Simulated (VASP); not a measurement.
A run of VASP 6.6.1 is set up as follows.

INCAR

```
SYSTEM = RbBr
PREC = Accurate
ENCUT = 600
EDIFF = 1E-6
ISMEAR = 0
SIGMA = 0.03
LREAL = .FALSE.
LASPH = .TRUE.
NELM = 80
ALGO = Normal
ISIF = 3
LWAVE = .FALSE.
LCHARG = .FALSE.
GGA = PE
IVDW = 12
IBRION = 2
NSW = 90
EDIFFG = -0.01
```

The input KPOINTS:

```
Automatic mesh
0
G
  8 8 8
  0 0 0
```

File POSCAR:

```
RbBr
1.0
    0.0000000000      3.4270000000      3.4270000000
    3.4270000000      0.0000000000      3.4270000000
    3.4270000000      3.4270000000      0.0000000000
Rb Br
1 1
Direct
    0.0000000000      0.0000000000      0.0000000000
    0.5000000000      0.5000000000      0.5000000000
```

Potentials or basis: VASP PAW PBE potentials, release 64 (Rb_sv, Br).

Run with:

```console
$ cat potpaw_PBE.64/Rb_sv/POTCAR potpaw_PBE.64/Br/POTCAR > POTCAR
$ mpirun -np 1 vasp_std > vasp.out
```

(1) Estimate the band gap on the k mesh.

(2) Estimate the relaxed cell.

(3) What does it give for the space group after relaxing (to 0.05 Å)?

Results:

(1) 4.32 eV, direct.

(2) a = 4.873 Å, b = 4.873 Å, c = 4.873 Å, α = 60.00°, β = 60.00°, γ = 60.00°.

(3) Fm-3m (No. 225).
